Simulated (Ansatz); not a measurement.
# Si2W: the cost of one run

Method: DFT PBEsol, scalar-relativistic, plane waves, PAW, in Ansatz 0.2.0.

1 further run of the same task is left out (set aside as unsound or not needed).

**1. The structure to begin with**

The structure is tetragonal, space group I4/mmm (No. 139). Conventional cell: a = 3.202 Å, b = 3.202 Å, c = 7.816 Å, α = 90.00°, β = 90.00°, γ = 90.00°. Si (site symmetry 4mm) has 5 Si at 2.59 to 2.62 Å and 5 W at 2.61 Å as nearest neighbours. W (site symmetry 4/mmm) is surrounded by 10 Si at 2.61 Å.

Coordinates:

```cif
data_structure
_symmetry_space_group_name_H-M 'I4/mmm'
_symmetry_Int_Tables_number 139
_cell_length_a 3.2025
_cell_length_b 3.2025
_cell_length_c 7.8157
_cell_angle_alpha 90.000
_cell_angle_beta 90.000
_cell_angle_gamma 90.000
_cell_volume 80.16
loop_
_atom_site_label
_atom_site_type_symbol
_atom_site_symmetry_multiplicity
_atom_site_Wyckoff_symbol
_atom_site_fract_x
_atom_site_fract_y
_atom_site_fract_z
_atom_site_occupancy
Si1 Si 4 e 0.00000 0.00000 0.33450 1
W1 W 2 a 0.00000 0.00000 0.00000 1
```

It is the result of an earlier relaxation at this level (volume 13.36 Å³/atom; gap on the mesh: none (metal)).

**2. The reference: the undisturbed cell on the scan's mesh**

input.yaml

```yaml
crystal:
  lattice:
    - [-1.6012497811, 1.6012497811, 3.9078662647]
    - [1.6012497811, -1.6012497811, 3.9078662647]
    - [1.6012497811, 1.6012497811, -3.9078662647]
  atoms:
    - { symbol: Si, position: [0.3344989446, 0.3344989446, 0.0] }
    - { symbol: Si, position: [0.6655010554, 0.6655010554, 0.0] }
    - { symbol: W, position: [0.0, 0.0, 0.0] }
basis:
  ecutwfc: 420
kpoints:
  mp_grid: { grid: [14, 14, 14] }
hamiltonian:
  xc: pbesol
scf:
  occupations: { method: gaussian, width: 0.15 }
output:
  forces: true
  stress: true
  eigenvalues: true
  write_density: true
  write_potential: true
  elf: true
  volumetric_format: npy
```

Run with:

```sh
$ ansatz run input.yaml --threads 1 --pin off --max-ram 2560MiB --backend cpu --events-out ev --progress --plain --runs-dir out
```

**Question.** How long does this run take on 1 thread of Arm Neoverse V2, shared host, and how much memory does it need?

About 8.4 s, with a peak of 0.41 GiB.
